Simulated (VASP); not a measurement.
Output of a VASP run:

OSZICAR:
```
       N       E                     dE             d eps       ncg     rms          rms(c)
DAV:   1     0.602776403787E+02    0.60278E+02   -0.73026E+03  1760   0.147E+03
DAV:   2    -0.103734675736E+02   -0.70651E+02   -0.65906E+02  2332   0.272E+02
DAV:   3    -0.186928714137E+02   -0.83194E+01   -0.82734E+01  2657   0.840E+01
DAV:   4    -0.197852567596E+02   -0.10924E+01   -0.10907E+01  2819   0.235E+01
DAV:   5    -0.198013374451E+02   -0.16081E-01   -0.16080E-01  2394   0.360E+00    0.984E+00
DAV:   6    -0.158710954391E+02    0.39302E+01   -0.25272E+01  2185   0.246E+01    0.451E+00
DAV:   7    -0.157089708119E+02    0.16212E+00   -0.15563E+00  2468   0.750E+00    0.228E+00
DAV:   8    -0.156315704418E+02    0.77400E-01   -0.37047E-01  2137   0.520E+00    0.116E+00
DAV:   9    -0.156205042945E+02    0.11066E-01   -0.53384E-02  2290   0.155E+00    0.335E-01
DAV:  10    -0.156214640035E+02   -0.95971E-03   -0.36666E-03  2274   0.395E-01    0.724E-02
DAV:  11    -0.156213598716E+02    0.10413E-03   -0.12551E-03  2408   0.184E-01    0.283E-02
DAV:  12    -0.156213703506E+02   -0.10479E-04   -0.12518E-04  2227   0.707E-02    0.120E-02
DAV:  13    -0.156213653154E+02    0.50353E-05   -0.26787E-05  2309   0.300E-02    0.113E-03
DAV:  14    -0.156213653956E+02   -0.80213E-07   -0.13703E-06  2574   0.973E-03    0.110E-03
DAV:  15    -0.156213653109E+02    0.84625E-07   -0.17812E-07  1492   0.249E-03
   1 F= -.15621365E+02 E0= -.15621365E+02  d E =-.156214E+02
       N       E                     dE             d eps       ncg     rms          rms(c)
DAV:   1    -0.156222991581E+02   -0.93376E-03   -0.34106E-01  1766   0.587E+00    0.190E-02
DAV:   2    -0.156225056800E+02   -0.20652E-03   -0.21239E-03  1967   0.460E-01    0.126E-02
DAV:   3    -0.156225096320E+02   -0.39520E-05   -0.66466E-05  2794   0.669E-02    0.175E-03
DAV:   4    -0.156225096893E+02   -0.57270E-07   -0.86067E-07  2220   0.873E-03
   2 F= -.15622510E+02 E0= -.15622510E+02  d E =-.114438E-02
       N       E                     dE             d eps       ncg     rms          rms(c)
DAV:   1    -0.156226890318E+02   -0.17940E-03   -0.42741E-01  1760   0.657E+00    0.214E-02
DAV:   2    -0.156229481980E+02   -0.25917E-03   -0.26661E-03  1970   0.516E-01    0.142E-02
DAV:   3    -0.156229533053E+02   -0.51073E-05   -0.83261E-05  2805   0.747E-02    0.245E-03
DAV:   4    -0.156229533611E+02   -0.55751E-07   -0.10911E-06  2236   0.997E-03    0.676E-04
DAV:   5    -0.156229533659E+02   -0.48260E-08   -0.42808E-08  1576   0.185E-03
   3 F= -.15622953E+02 E0= -.15622953E+02  d E =-.158805E-02
```

File OUTCAR:
```
------------------------ aborting loop because EDIFF is reached ----------------------------------------
  FORCE on cell =-STRESS in cart. coord.  units (eV):
  Direction    XX          YY          ZZ          XY          YZ          ZX
  --------------------------------------------------------------------------------------
  Total        0.0242161     -0.0121325     -0.0181327      0.3858382      0.0000000      0.0000000
  in kB        0.8783234     -0.4400503     -0.6576762     13.9944530      0.0000000      0.0000000
  external PRESSURE =      -0.0731343 kB  Pullay stress =       0.0000000 kB
  volume of cell :       44.17
      direct lattice vectors                 reciprocal lattice vectors
     1.863504768 -3.173195739  0.000000000     0.272959969 -0.154840053  0.000000000
     1.769126238  3.118706274  0.000000000     0.277729076  0.163100388  0.000000000
     0.000000000  0.000000000  3.866200263     0.000000000  0.000000000  0.258651889
 POSITION                                       TOTAL-FORCE (eV/Angst)
 -----------------------------------------------------------------------------------
      1.78786      1.02186      0.00000         0.000098      0.004636      0.000000
      1.84477     -1.07635      0.00000        -0.000098     -0.004636      0.000000
      0.00000      0.00000      1.93310         0.000000      0.000000      0.000000
      0.00000     -0.00000      0.00000         0.000000      0.000000      0.000000
 -----------------------------------------------------------------------------------
    total drift:                                0.000000      0.000000     -0.000000
  FREE ENERGIE OF THE ION-ELECTRON SYSTEM (eV)
  ---------------------------------------------------
  free  energy   TOTEN  =       -15.6229533659 eV

  energy  without entropy=      -15.6229533659  energy(sigma->0) =      -15.62295337

 reached required accuracy - stopping structural energy minimisation
```
(Selected blocks of OUTCAR.)

File POSCAR:
```
Li3N
1
    1.8635047685    -3.1731957393     0.0000000000
    1.7691262383     3.1187062742     0.0000000000
    0.0000000000     0.0000000000     3.8662002627
Li N
3 1
Direct
  0.3333330000   0.6666670000   1.0000000000
  0.6666670000   0.3333330000   0.0000000000
  0.0000000000   0.0000000000   0.5000000000
  0.0000000000   0.0000000000   0.0000000000
```

**Question.** Reconstruct the remaining input files.

**Answer.** Several could match; the one computed here: the input of the run itself, PBE GGA, plane waves, VASP's PBE PAW potentials (set 64).

INCAR:
```
# general
SYSTEM  =  Li3N
PREC    =  Accurate
ENCUT   =  600
LREAL   =  F
LASPH   =  T

# electronic loop
EDIFF   =  1E-7
NELM    =  100
ALGO    =  Normal

# smearing
ISMEAR  =  0
SIGMA   =  0.05

# functional
GGA     =  PE

# ions
IBRION  =  2
NSW     =  30
ISIF    =  2
EDIFFG  =  -0.01

# output
LWAVE   =  F
LCHARG  =  F
```

File KPOINTS:
```
Regular mesh
0
Gamma
  6 6 6
```

POTCAR, in this order: Li_sv N (PBE.64 set). Program: vasp_std.

The compound is Li3N in the alpha structure. This cell was strained or had an atom moved on purpose. Symmetry was kept, so distortions that lower it aren't found.
